**TiCo₃ under squeeze and stretch: seven questions**

In this alloy Ti sits at the corners of a cube and Co at the centres of its faces, which is the Cu₃Au type. The squeezed and stretched cells were calculated without further relaxation; this does no harm, since the cubic symmetry fixes the shape and the positions. The volume is changed by up to 6 % either way, and a negative pressure means that the crystal is held stretched.

TiCo3 (Cu3Au type, Pm-3m, 4 atoms per cell) at scaled volumes of the relaxed cell, computed with Ansatz 0.2.0: r2SCAN, plane-wave PAW, scalar-relativistic, collinear spin, cutoff 500 eV, k mesh 12×12×12, Gaussian smearing 0.1 eV. Energies are corrected to zero smearing and count from the minimum of a third-order Birch-Murnaghan fit; moments are per atom.

```tsv
volume per atom (Å³/atom)	energy over minimum (meV/atom)	pressure (GPa)	largest moment (μB)
10.848	29.2	14.42	1.27
11.194	6.8	6.58	1.30
11.540	0.0	-0.02	1.33
11.886	6.2	-5.55	1.36
12.232	23.3	-10.11	1.39
```

### 1. How hard is it to change the volume by one percent?

It takes about 2 GPa, because the bulk modulus, the pressure needed per relative change of volume, is near 200 GPa at equilibrium. The energy grows with the square of the change, as in a spring. For 6 % and an equilibrium volume of 11.54 Å³ per atom,

$$E \approx \tfrac12 \times 200\ \text{GPa} \times 0.06^2 \times 11.54\ \text{Å}^3 \approx 4.15\ \text{GPa Å}^3 \approx 26\ \text{meV},$$

since 1 eV/Å³ is about 160 GPa. The table has 29.2 meV per atom for compression and 23.3 for expansion. The spring thus gives the right size but cannot tell the two directions apart. The bulk modulus came from a fit to all five energies, these two included.

### 2. Why does compression cost more than expansion?

The crystal hardens as it is squeezed. Between the two densest rows the bulk modulus is about 250 GPa, and between the two widest only about 160 GPa. The cause is common to metals: the repulsion between overlapping electron shells rises steeply at short distance, while the bonding fades gently at long distance.

The pressures can check the curve, though not the cause. They come from the stress in the same runs, and apart from numerical error they must equal the downward slope of the energy with volume. A Birch-Murnaghan curve, which lets the stiffness change with volume, was fitted to the energies alone and returns every pressure within 0.05 GPa. A spring of constant stiffness misses the pressure at the dense end by 2.4 GPa.

### 3. Whose moment is the largest, and why does it grow?

It belongs to a single Co atom, and the three Co atoms are equal. It gains about 0.01 μB for each percent of volume. Theory offers a likely reason, which these runs do not isolate: atoms that stand further apart overlap less, so their d bands become narrower. Electrons in a narrow band pay less kinetic energy for lining up their spins, and exchange can separate the two spin directions further.

### 4. Does the whole crystal become a stronger magnet?

Hardly. While the Co moment grows by 9 % over the scan, the net moment of the cell grows by only 1 %, from 2.83 to 2.85 μB. The Ti atom carries a moment that points against Co, which makes the crystal a ferrimagnet, and this moment grows too. It takes back 0.20 μB of the roughly 0.35 μB that the three Co atoms gain. Most of the rest does not show up in the net moment either, because the moments assigned to single atoms do not add up to the whole (see question 7).

The cancellation can be seen without dividing the crystal into atoms. The same runs give the total spin density both with its sign and without it, and from these follow the parts along and against the net moment. From the densest row to the widest, the first part grows by 0.37 μB and the second by 0.34 μB. Counted per volume, the magnetization even falls by about a tenth over the scan, because nearly the same moment is spread over 13 % more space.

### 5. Why do the two changes cancel so well?

Call the spin direction that holds more electrons the majority. On Co, exchange pushes the majority d levels down, away from the higher levels of Ti, and the minority levels up towards them. Majority electrons therefore stay mostly on Co, while minority electrons are shared more with Ti, which gives Ti its opposed moment. Stretching should strengthen the exchange splitting, as the growing Co moment suggests, and so sharpen this sorting.

The calculated populations agree with this. Between 10.848 and 11.886 Å³ per atom, Ti loses 0.13 majority d electrons and the three Co atoms gain 0.10. The cell's majority d electrons, those on Ti included, stay close to 15 in number. That is what three Co atoms with five d orbitals each can hold in one spin direction, and it suggests a full band built mostly from Co orbitals with some Ti mixed in. The minority side is less tidy: Co loses 0.18 electrons and Ti gains only 0.06.

If the majority d band is full and the number of majority s and p electrons hardly changes, counting fixes the net moment. The cell has 31 valence electrons, 4 from Ti and 27 from Co. With $N$ of them in the majority, the net moment in μB is $N-(31-N)=2N-31$. Electrons may move between atoms within one spin direction without changing it. In the densest row the majority holds about 1.8 s electrons besides the 15 d electrons, so

$$2\,(15+1.8)-31 = 2.6\ \mu_\text{B}.$$

The full calculation gives 2.83 μB, which is 0.2 μB more; the count leaves out the valence p electrons, and these would raise it. The number of s electrons was taken from the same run, so the count is a test of consistency and not a prediction. That the band is really full remains an inference, since no density of states is at hand.

### 6. What would change with another element or another functional?

The counting rule lets one guess. Vanadium in place of titanium would bring one more electron. If the majority d band stayed full and the majority s and p electrons kept their number, that electron would have to join the minority and lower the net moment by about 1 μB per cell. In a magnet whose majority band is not full, such as iron, electrons can change their spin direction as the volume changes, and the net moment then follows the volume more closely.

The functional matters as well. r2SCAN often makes the moments of metallic magnets too large, and by how much it does so here is unknown. The search for lower states was also a light one, and in all five runs the three Co atoms are equivalent. An arrangement with Co moments against each other is therefore not ruled out, and a lower state may exist. The answers above hold for this one magnetic state, which the smoothly changing moments suggest is the same in all five rows.

### 7. Which digits can be trusted?

Pressure integrated over volume must give back the energy. For the 6 % compression it gives 29.3 meV per atom, against 29.2 in the table. The small gap has a known source. The electron levels were smeared to steady the calculation; the pressure belongs to the energy with smearing, which is indeed 29.3 meV, whereas the table lists energies corrected to zero smearing. The energies are therefore consistent to about 0.1 meV, which is a statement about the arithmetic and not about the real alloy.

The moments of single atoms deserve more caution. At equilibrium they add up to 0.5 μB more than the net moment of the cell, because the parts of the spin density assigned to atoms need not add up to the whole, and how they are assigned is a convention. Their steady growth is a safer result than their absolute size, and the net moment needs no such convention. The output below lists the comparisons for every row.

The analysis program printed:

```
Pressures in GPa and energies in meV per atom:
     row  P computed  P from energy curve  P constant stiffness  E computed  E constant stiffness  free energy with smearing
  10.848       14.42                 14.4                 11.98        29.2                 25.79                      29.33
  11.194        6.58                6.536                 5.971         6.8                 6.407                      6.875
   11.54       -0.02             -0.03784              -0.03786           0             0.0002576                          0
  11.886       -5.55               -5.533                -6.047         6.2                  6.57                        6.2
  12.232      -10.11               -10.13                -12.06        23.3                 26.12                      23.28
Moments in Bohr magnetons:
     row  one Co      Ti  net cell  density along net  density against net
  10.848    1.27  -0.543     2.825              3.851                1.026
  11.194     1.3  -0.589     2.836              3.943                1.107
   11.54    1.33  -0.638     2.844              4.035                1.192
  11.886    1.36  -0.689     2.848              4.128                 1.28
  12.232    1.39  -0.743     2.851              4.221                 1.37
Energy of 6 % compression from integrated pressure, meV per atom: 29.31
Energy of 6 % expansion from integrated pressure, meV per atom: 23.27
Bulk modulus between the two densest rows, GPa: 249.7
Bulk modulus between the two widest rows, GPa: 158.9
Rise of bulk modulus per GPa of pressure: 4.953
Growth of Co moment over the scan, %: 9.449
Growth of Ti moment in size over the scan, %: 36.83
Growth of net cell moment over the scan, %: 0.9204
Growth of spin density along the net moment, Bohr magnetons a cell: 0.3705
Growth of spin density against the net moment, Bohr magnetons a cell: 0.3445
Co moment gained per 1 % of volume, Bohr magnetons: 0.01
Sum of site moments less net moment at 11.540, Bohr magnetons: 0.508
Majority d electrons a cell at 10.848: 14.93
Majority d electrons a cell at 11.886: 14.9
Change of majority d electrons on Ti from 10.848 to 11.886: -0.131
Change of majority d electrons on three Co from 10.848 to 11.886: 0.102
Change of minority d electrons on Ti from 10.848 to 11.886: 0.0575
Change of minority d electrons on three Co from 10.848 to 11.886: -0.1782
Net moment at 10.848 from counting 15 majority d plus s electrons, Bohr magnetons: 2.594
```
